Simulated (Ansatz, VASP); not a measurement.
## KCl: VASP beside Ansatz

```
K Cl
1.0
     3.77081    0.00000    0.00000
     0.00000    3.77081    0.00000
     0.00000    0.00000    3.77081
K Cl
1 1
Direct
  0.00000 0.00000 0.00000
  0.50000 0.50000 0.50000
```

Alike in both runs: task single point; functional r2SCAN; k mesh 6 × 6 × 6; no spin polarisation.

|  | VASP | Ansatz |
| --- | --- | --- |
| version | VASP 6.6.1 | Ansatz 0.2.0 |
| potentials or method | VASP PAW PBE potentials, release 64 (K_sv, Cl) | plane waves |
| plane-wave cutoff (eV) | 520 | 500 |
| occupations | methfessel-paxton of order 1, width 0.001 eV | cold, width 0.001 eV |
| valence electrons in the cell | 16 | 16 |

VASP gave:

| Item | Value |
| --- | --- |
| gap on the k mesh at the Fermi level (eV) | 5.81 |
| pressure (GPa) | 0.0 |

Task: Which values does Ansatz return?

Result: gap on the k mesh at the Fermi level (eV): 5.80; pressure (GPa): 0.0.

Caveats: the PAW data sets were made with another functional, which shifts forces and pressure a little (VASP). A k mesh can miss the band edges. r2SCAN opens gaps a little over a GGA but as a rule still falls short of measured ones.
